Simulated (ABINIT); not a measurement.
Crystal: NbP.

```
Nb P
1.0
    -1.67492    1.67492    5.74011
     1.67492   -1.67492    5.74011
     1.67492    1.67492   -5.74011
Nb P
2 2
Direct
  0.24988 0.74988 0.50000
  0.49988 0.49988 0.00000
  0.83275 0.33275 0.50000
  0.08275 0.08275 0.00000
```

The cell is a database's computed one.

Base run:

| Quantity | Value |
| --- | --- |
| Program | ABINIT 10.8.3 (patched build) |
| Functional | PBEsol |
| Potentials or basis | JTH PAW PBE v2.0 |
| Cutoff | 544 eV |
| k mesh | 7 × 7 × 7 |
| Occupations | fermi-dirac, width 0.05 eV |
| Spin | no spin polarisation |

Its results: band gap on the k mesh 0.05 eV, direct; pressure -6.5 GPa; largest force 0.025 eV/Å.

**Question.** After a change of settings the same cell gave: band gap on the k mesh none (metal or under the smearing width); pressure -6.1 GPa; largest force 0.015 eV/Å. Which change was it?
A. functional from PBEsol to PBE; k mesh from 7 × 7 × 7 to 4 × 4 × 4
B. functional from PBEsol to PBE
C. functional from PBEsol to PBE; k mesh from 7 × 7 × 7 to 9 × 9 × 9
D. k mesh from 7 × 7 × 7 to 4 × 4 × 4

**Answer.** D.

Caveats: some runs use coarse meshes; the PAW data sets were made with another functional, which shifts forces and pressure a little; an odd mesh through Γ misses points on the zone boundary, where band edges often lie (some runs).
